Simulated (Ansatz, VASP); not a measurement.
BN in VASP and in Ansatz

```xyz
4
Lattice="2.5410 0.0000 0.0000 -1.2705 2.2006 0.0000 0.0000 0.0000 4.2033" Properties=species:S:1:pos:R:3 pbc="T T T"
B     1.2705    0.7335    4.2022
B     0.0000    1.4671    2.1005
N     1.2705    0.7335    2.6282
N     0.0000    1.4671    0.5265
```

Alike in both runs: functional PBEsol; k mesh 12 × 12 × 6; occupations gaussian, width 0.02 eV; no spin polarisation.

Ansatz relaxed the structure, and its values are those at the end. VASP's run is a single point on that final structure, the one shown.

|  | VASP | Ansatz |
| --- | --- | --- |
| version | VASP 6.6.1 | Ansatz 0.2.0 |
| potentials or method | VASP PAW PBE potentials, release 64 (B, N) | scalar-relativistic, plane waves, PAW |
| plane-wave cutoff (eV) | 520 | 420 |
| valence electrons in the cell | 16 | 16 |

```csv
,VASP,Ansatz,Ansatz less VASP
gap on the k mesh at the Fermi level (eV),4.95,4.96,+0.018
least direct gap on the mesh (eV),8.22,8.23,+0.005
pressure (GPa),0.6,0.0,-0.61
```

Caveats: the PAW data sets were made with another functional, which shifts forces and pressure a little (VASP). A k mesh can miss the band edges.
